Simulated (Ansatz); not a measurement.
The cell comes from COD entry 9013925, which wasn't checked; take it as a given geometry. The listed cell was then made from it by scaling, straining or moving an atom.

An input for CuCl: DFT, LDA, PAW with Ansatz's default frozen-core files, scalar-relativistic (Ansatz 0.2.0). The PAW files were made with PBE; their cores are remade for this functional.

Command: `ansatz run input.yaml --threads 1 --pin off --max-ram 3072MiB --backend cpu --events-out ev --progress --plain --runs-dir out` The run took 8.6 s on 1 thread of Arm Neoverse N1, on a shared host, peak memory 0.35 GiB.

```yaml
crystal:
  lattice:
    - [0.0, 2.7369344184, 2.7369344184]
    - [2.7369344184, 0.0, 2.7369344184]
    - [2.7369344184, 2.7369344184, 0.0]
  atoms:
    - { symbol: Cu, position: [0.0, 0.0, 0.0] }
    - { symbol: Cl, position: [0.75, 0.75, 0.75] }
kpoints:
  mp_grid: { grid: [11, 11, 11] }
scf:
  occupations: { method: fermi_dirac, width: 0.03 }
hamiltonian:
  xc: lda
  pseudopotentials: { kind: paw }
output:
  forces: true
  stress: true
  eigenvalues: true
  efg: { contact_densities: true }
```

Set-up and iterations as logged by Ansatz (the results part is left out, to be predicted):

```
Engine: ansatz 0.2.0
Pseudopotentials: kind: paw
Pseudopotential: Cu, paw, valence charge 19, recommended cutoff 420 eV (normal)
Pseudopotential: Cl, paw, valence charge 7, recommended cutoff 420 eV (normal)
Functional definition: SPW92
  exchange = slater_x
  correlation = pw_c
Crystal: 2 atoms, lattice volume = 41.004 Å³
Basis set: ecut = 420 eV, 821 PW (Γ)
Bands: 17, of which v1, the nominal top of the filled ones, is band 13 counted from 1 (12 counted from 0)
Symmetry: 24 space group operations
Space group: F-43m (ITA 216), of the structure as read, at distance tolerance 3.4e-5 Å
k-points: 56 of 1331 (time reversal used)
Non-local potential: Cu, projectors of the file, l = 0: 3, l = 1: 2, l = 2: 3, l = 3: 1
Non-local potential: Cl, projectors of the file, l = 0: 2, l = 1: 2, l = 2: 2
PAW form: soft (Blöchl's): semilocal exchange-correlation on the pseudo side does not see the compensation charge
PAW frozen core: Cu, regenerated for the run's functional, and the local potential with it (the file was generated under x = pbe(κ = 0.804, μ = 0.2195149727645171), c = pbe(β = 0.06672455060314922))
PAW frozen core: Cl, regenerated for the run's functional, and the local potential with it (the file was generated under x = pbe(κ = 0.804, μ = 0.2195149727645171), c = pbe(β = 0.06672455060314922))
PAW one-centre angular grid: Cu, 590 points (default); XC on 64 Gauss nodes
PAW one-centre angular grid: Cl, 110 points (default); XC on 64 Gauss nodes
Initial density: superposition of atomic densities (neutral atoms: chi_scale 0, normalization atom), corrected by the library's trained network
Initial wavefunctions: pseudopotential atomic-orbital guess
Functional: x = slater, c = lda
SCF iter   1: F=—  HF=-7600.425498 eV  |F-HF|=—  |Δ(HF+E_count)|=         —  Δρ=1.53e-2  dr2=5.46e-2  ethr=1.77e-3  ⟨swp⟩=6.0  Hψ=4942  notcnv=0
SCF iter   2: F=—  HF=-7600.426390 eV  |F-HF|=—  |Δ(HF+E_count)|=   8.92e-4  Δρ=1.43e-2  dr2=5.41e-2  ethr=2.10e-4  ⟨swp⟩=2.0  Hψ=2293  notcnv=0
SCF iter   3: F=—  HF=-7600.411104 eV  |F-HF|=—  |Δ(HF+E_count)|=   1.53e-2  Δρ=4.16e-3  dr2=3.27e-3  ethr=2.08e-4  ⟨swp⟩=2.1  Hψ=1496  notcnv=0
SCF iter   4: F=—  HF=-7600.410507 eV  |F-HF|=—  |Δ(HF+E_count)|=   5.97e-4  Δρ=1.26e-3  dr2=2.68e-4  ethr=1.26e-5  ⟨swp⟩=2.1  Hψ=1668  notcnv=0
SCF iter   5: F=—  HF=-7600.410455 eV  |F-HF|=—  |Δ(HF+E_count)|=   5.26e-5  Δρ=9.85e-5  dr2=2.28e-6  ethr=1.03e-6  ⟨swp⟩=1.2  Hψ=1033  notcnv=0
SCF iter   6: F=—  HF=-7600.410455 eV  |F-HF|=—  |Δ(HF+E_count)|=   4.38e-7  Δρ=9.84e-6  dr2=3.05e-8  ethr=3.85e-10  ⟨swp⟩=3.6  Hψ=4103  notcnv=0
SCF iter   7: F=-7600.410455 eV  HF=-7600.410455 eV  |F-HF|=3.69e-10  |Δ(HF+E_count)|=   8.00e-9  Δρ=3.02e-6  dr2=1.92e-9  ethr=1.17e-10  ⟨swp⟩=2.0  Hψ=3004  notcnv=0
```

Problem. What pressure will this run report?

Solution. -7.62 GPa (positive in compression).
